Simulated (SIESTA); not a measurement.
Set up this calculation in SIESTA 5.4.2, as the native input.

```
Task                : single point
Functional          : PBE
Potentials or basis : PseudoDojo 0.4 standard (PBE files)
Basis               : DZP (energy shift 0.003 Ry; two zetas on semicore shells)
Grid cutoff         : 800 Ry
Energy shift        : 0.003 Ry
k mesh              : 13 × 13 × 13
Occupations         : fermi-dirac, width 0.05 eV
Spin                : collinear spin, ferromagnetic start
Starting moments    : [1.0] μB
```

Ni:

```
CELL_PARAMETERS angstrom
-1.38372 1.38372 1.38372
1.38372 -1.38372 1.38372
1.38372 1.38372 -1.38372
ATOMIC_POSITIONS crystal
Ni 0.00000 0.00000 0.00000
```

This isn't the form of Ni at room conditions, which is fcc.

The input as run:

Ni.fdf

```
SystemName                      Ni
SystemLabel                     Ni
NumberOfSpecies                 1
NumberOfAtoms                   1
%block ChemicalSpeciesLabel
  1  28 Ni
%endblock ChemicalSpeciesLabel

LatticeConstant                 1.0 Ang
%block LatticeVectors
    -1.3837154700     1.3837154700     1.3837154700
     1.3837154700    -1.3837154700     1.3837154700
     1.3837154700     1.3837154700    -1.3837154700
%endblock LatticeVectors
AtomicCoordinatesFormat         Fractional
%block AtomicCoordinatesAndAtomicSpecies
     0.0000000000     0.0000000000     0.0000000000  1  Ni
%endblock AtomicCoordinatesAndAtomicSpecies

%block kgrid.MonkhorstPack
   13   0   0  0.0
    0  13   0  0.0
    0   0  13  0.0
%endblock kgrid.MonkhorstPack
XC.Functional                   GGA
XC.Authors                      PBE
PAO.BasisSize                   DZP
PAO.EnergyShift                 0.003 Ry
Mesh.Cutoff                     800 Ry
Spin                            polarized
%block DM.InitSpin
    1   1.000
%endblock DM.InitSpin
OccupationFunction              FD
ElectronicTemperature           0.05 eV
MaxSCFIterations                200
SCF.MustConverge                false
SCF.Mixer.Method                Pulay
SCF.Mixer.Weight                0.1
SCF.Mixer.History               10
SCF.DM.Tolerance                5.0e-05
SCF.H.Tolerance                 1.0e-03 eV
WriteForces                     true
Charge.Mulliken                 end
Charge.Hirshfeld                end
Charge.Voronoi                  end
SaveRho                         true
SaveElectrostaticPotential      true
%block PAO.Basis
  Ni 5
  n=3 0 2
    2.432 0.000
  n=4 0 2
    7.095 0.000
  n=3 1 2
    2.716 0.000
  n=4 1 1
    7.095
  n=3 2 2
    4.466 0.000
%endblock PAO.Basis
```

Potentials or basis: PseudoDojo 0.4 standard (PBE files), DZP (energy shift 0.003 Ry; two zetas on semicore shells).

The run is started by

```sh
$ siesta Ni.fdf > Ni.out 2>&1
```

Results of the run:

The pressure is 6.7 GPa, the band gap on the k mesh is none (metal or under the smearing width) and the net moment is 0.61 μB per cell. The site moments are Ni +0.61 μB.

Caveat: short orbitals over semicore shells can move pressures by several GPa; the basis of atomic orbitals isn't converged, which shifts pressures, moduli and gaps.

It took 56 s on 1 thread of Intel(R) Xeon(R) 6975P-C (Granite Rapids) (shared host), peak memory 0.22 GiB.
